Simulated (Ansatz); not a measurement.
Planning a run of Ansatz 0.2.0 on MoTe2/MoTe2 (multilayer of trigonal-prismatic sheets). The input:

```yaml
crystal:
  lattice:
    - [3.4387698212, 0.0, 0.0]
    - [-1.7193849106, 2.9780620229, 0.0]
    - [0.0, 0.0, 43.8]
  atoms:
    - { symbol: Mo, position: [0.3333333333, 0.6666666667, 0.4238334462] }
    - { symbol: Te, position: [0.6666666667, 0.3333333333, 0.4653560059] }
    - { symbol: Te, position: [0.6666666667, 0.3333333333, 0.3824001195] }
    - { symbol: Mo, position: [0.6666666667, 0.3333333333, 0.5761665538] }
    - { symbol: Te, position: [0.3333333333, 0.6666666667, 0.6175998805] }
    - { symbol: Te, position: [0.3333333333, 0.6666666667, 0.5346439941] }
  periodic: [true, true, false]
kpoints:
  mp_grid: { grid: [6, 6, 1] }
  band_path:
    path:
      - [0.0, 0.0, 0.0]
      - [0.5, 0.0, 0.0]
      - [0.3333333333, 0.3333333333, 0.0]
      - [0.2, 0.2, 0.0]
    npoints: 1
hamiltonian:
  xc: hse06
scf:
  occupations: { method: fixed }
  n_extra_bands: 6
output:
  eigenvalues: true
```

```sh
ansatz run input.yaml --threads 3 --pin off --max-ram 92160MiB --backend cuda --events-out ev --progress --plain --runs-dir out --devices 1 --max-vram 13GiB
```

Question: How long will it take on 1 × NVIDIA H100 80GB HBM3 (shared by 6 runs) with 3 threads of AMD EPYC 7R13 (Zen 3), shared host, and how much memory?

It took 45 s; on shared hardware allow 22 s to 90 s. Peak host memory was 2.0 GiB. The sizes that set the cost: 8715 plane waves a state, 7 irreducible k points and 18 SCF cycles.

Exact exchange couples every pair of k points and filled bands, so it costs far more than a semilocal run.

[Paths, hosts, dates, memory and timing lines, banners, echoed tables and standing remarks are left out of the program output.]

[Logs are printed without paths, hosts, clocks, repeated set-up lines and the standing remarks that a program may print on its own settings, such as how far it seeks lower states.]

[Runs of the session that timed out or met a known fault of the program may be left out.]

[Cells called generated may have been cut or substituted from an entry of the Crystallography Open Database or the Materials Project.]

[Hosts, paths, dates, database ids (printed as entryN), source tags and the programs' standing remarks are cut or masked in the printed files.]
